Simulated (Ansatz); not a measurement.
Crystal: CoO.

```
Co O
1.0
     1.60222    0.92504    2.56647
    -1.60222    0.92504    2.56647
     0.00000   -1.85008    2.56647
Co O
1 1
Direct
  0.99898 0.99898 0.99898
  0.75102 0.75102 0.75102
```

Measurements of this composition are mostly on another form, of space group No. 225.

Base run:

- Program: Ansatz 0.2.0
- Functional: PBEsol
- Potentials or basis: Ansatz PAW
- Cutoff: 420 eV (not typed: the program's choice for these potentials)
- k mesh: 10 × 10 × 10
- Occupations: fermi-dirac, width 0.05 eV
- Spin: collinear spin, ferromagnetic start
- Starting moments: [2.0, 0.0] μB
- Hubbard terms: Co d U = 1 eV

Its results: band gap on the k mesh none (metal or under the smearing width); pressure -3.8 GPa; net moment 2.84 μB per cell; site moments Co +2.25; O +0.29 μB; largest force 0.281 eV/Å.

Q: The run is repeated on the same cell with these changes: hubbard terms from Co d U = 1 eV to none; hubbard projectors from ortho-atomic (the default) to none. What comes out?

A: Band gap on the k mesh none (metal or under the smearing width); pressure -7.9 GPa; net moment 2.79 μB per cell; site moments Co +2.22; O +0.32 μB; largest force 0.215 eV/Å.

Caveats: a cell with one magnetic atom can't hold antiferromagnetic order, which such compounds often take; the PAW data sets come from PBE, with cores solved anew for the run's functional, which leaves a small shift of forces and pressure; the magnetic or orbital state may not be the lowest (some runs); semilocal functionals often make such compounds metallic where correlation or magnetic order opens a gap, which also shifts bond lengths (some runs).
